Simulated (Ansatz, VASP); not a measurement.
**One calculation of Bi, two programs**

INCAR

```
ALGO     = Normal         # electronic algorithm
EDIFF    = 1E-6           # SCF threshold, eV
ENCUT    = 520            # plane-wave cutoff, eV
GGA      = PE             # functional
ISIF     = 2              # what is computed and relaxed
ISMEAR   = -1             # smearing method
LASPH    = True           # aspherical terms in the spheres
LCHARG   = True           # write CHGCAR
LELF     = True           # ELF
LREAL    = False          # projectors in reciprocal space
LVHAR    = True         
LWAVE    = False          # write WAVECAR
NBANDS   = 22             # bands
NELM     = 80             # most SCF steps
PREC     = Accurate       # precision mode
SIGMA    = 0.02           # smearing width, eV
```

KPOINTS

```
k-points
0
Gamma
  8 8 8
```

POSCAR

```
Bi
1.0
    2.2611931464      1.3055004718      4.0217690962
   -2.2611931464      1.3055004718      4.0217690962
    0.0000000000     -2.6110009436      4.0217690962
Bi
2
Direct
    0.2327530106      0.2327530106      0.2327530106
    0.7672469894      0.7672469894      0.7672469894
```

Input for Ansatz:

```yaml
crystal:
  lattice:
    - [2.2611931464, 1.3055004718, 4.0217690962]
    - [-2.2611931464, 1.3055004718, 4.0217690962]
    - [0.0, -2.6110009436, 4.0217690962]
  atoms:
    - { symbol: Bi, position: [0.2327530106, 0.2327530106, 0.2327530106] }
    - { symbol: Bi, position: [0.7672469894, 0.7672469894, 0.7672469894] }
kpoints:
  mp_grid: { grid: [8, 8, 8] }
  band_path:
    path:
      - [[0.0, 0.0, 0.0], [0.5, 0.5, 0.5], [0.7630862103846, 0.2369137896154, 0.5]]
      - [[0.5, -0.2369137896154, 0.2369137896154], [0.5, 8.483606711397e-17, -2.118242226815e-17], [0.0, 0.0, 0.0], [0.3684568948077, -0.3684568948077, -2.745510085956e-34]]
      - [[0.6315431051923, 9.899314130653e-17, 0.3684568948077], [0.5, 9.899314130653e-17, 0.5], [0.0, 0.0, 0.0]]
    npoints: 10
hamiltonian:
  xc: pbe
scf:
  occupations: { method: fermi_dirac, width: 0.02 }
  n_extra_bands: 4
output:
  forces: true
  stress: true
  eigenvalues: true
```

Alike in both runs: task single point; functional PBE; k mesh 8 × 8 × 8; occupations fermi-dirac, width 0.02 eV; no spin polarisation.

|  | VASP | Ansatz |
| --- | --- | --- |
| version | VASP 6.6.1 | Ansatz 0.2.0 |
| potentials or method | VASP PAW PBE potentials, release 64 (Bi_d) | plane waves, PAW |
| plane-wave cutoff (eV) | 520 | 420 |
| valence electrons in the cell | 30 | 30 |

```csv
,VASP,Ansatz,Ansatz less VASP
pressure (GPa),1.8,1.8,+0.05
largest component of the traceless stress (GPa),0.28,0.28,+0.001
rms of the force components (eV/Å),0.130,0.126,-0.0041
```

Atom by atom the forces differ by 0.004 eV/Å (rms over components).

Caveats: spin-orbit coupling is left out, which moves the levels of the heavy elements.
